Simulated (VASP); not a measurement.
Wanted: the native input for a VASP 6.6.1 run.

```yaml
Task: relaxation of the atoms
Functional: PBE
Dispersion: D2
Potentials_or_basis: VASP PAW PBE potentials, release 64 (Re)
Cutoff: 520 eV
k_mesh: 8 × 8 × 1
Occupations: fermi-dirac, width 0.05 eV
Spin: no spin polarisation
Dipole_correction: yes
Atoms_held_fixed_from_0: "[0, 1]"
Further_INCAR_settings: ALGO = Normal; EDIFF = 1e-06; IBRION = 2; EDIFFG = -0.02; NSW = 40
```

The structure of Re lies in POSCAR:

```
Re
1.0
    2.7930717857      0.0000000000      0.0000000000
   -1.3965358928      2.4188711210      0.0000000000
    0.0000000000      0.0000000000     24.1221342532
Re
5
Selective dynamics
Direct
    0.6666666667      0.3333333333      0.3109177621  F F F
    0.3333333333      0.6666666667      0.4054588811  F F F
    0.0000000000      0.0000000000      0.5000000000  T T T
    0.6666666667      0.3333333333      0.5945411189  T T T
    0.3333333333      0.6666666667      0.6890822379  T T T
```

The slab is cut from a database's or a generator's crystal, which needn't be the stable form of the element.

The input as run:

INCAR

```
  ALGO = Normal
  DIPOL = 0.5 0.5 0.500
  EDIFF = 1E-6
  EDIFFG = -0.02
  ENCUT = 520
  GGA = PE
  IBRION = 2
  IDIPOL = 3
  ISIF = 2
  ISMEAR = -1
  IVDW = 1
  LASPH = True
  LCHARG = False
  LDIPOL = True
  LREAL = False
  LWAVE = False
  NELM = 100
  NSW = 40
  PREC = Accurate
  SIGMA = 0.05
```

KPOINTS

```
k-points
0
Gamma
  8 8 1
```

Potentials or basis: VASP PAW PBE potentials, release 64 (Re).

Launch:

```sh
$ cat potpaw_PBE.64/Re/POTCAR > POTCAR
$ mpirun -np 1 vasp_std > vasp.out
```

It gave:

| Quantity | Value |
| --- | --- |
| Energy gained by relaxing | 81.3 meV/atom |
| Ionic steps | 15 |
| Dispersion energy per atom | -1.377 eV |

Run time: 12 min on 1 thread of Intel(R) Xeon(R) Platinum 8488C (Sapphire Rapids), on a shared host, peak memory 0.31 GiB.
